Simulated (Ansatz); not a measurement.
The system is TePb.

```
CELL_PARAMETERS angstrom
0.00000 3.23100 3.23100
3.23100 0.00000 3.23100
3.23100 3.23100 0.00000
ATOMIC_POSITIONS crystal
Pb 0.00000 0.00000 0.00000
Te 0.50000 0.50000 0.50000
```

```yaml
Program: Ansatz 0.2.0
Task: relaxation of cell and atoms
Functional: revPBE
Potentials_or_basis: all-electron LAPW, scalar-relativistic
Basis_error_allowed: 0.001 eV/atom
k_mesh: 7 × 7 × 7
Occupations: fermi-dirac, width 0.05 eV
Spin: no spin polarisation
```

At the start: volume 33.73 Å³/atom.

**Question.** Where does the relaxation end?

**Answer.** Over 5 steps the energy falls by 25.4 meV/atom and the volume is 36.44 Å³/atom (+8.0 %); space group Fm-3m (No. 225, to 0.05 Å).

The path:
```tsv
step	energy change (eV)	largest force (eV/Å)	volume (Å³)
1	0.0000	0.0000	67.46
2	-0.0482	0.0000	74.18
3	-0.0507	0.0000	73.04
4	-0.0507	0.0000	72.88
5	-0.0507	0.0000	72.88
```

Final structure:
```xyz
2
Lattice="0.0000 3.3153 3.3153 3.3153 0.0000 3.3153 3.3153 3.3153 0.0000" Properties=species:S:1:pos:R:3 pbc="T T T"
Pb    0.0000    0.0000    0.0000
Te    3.3153    3.3153    3.3153
```
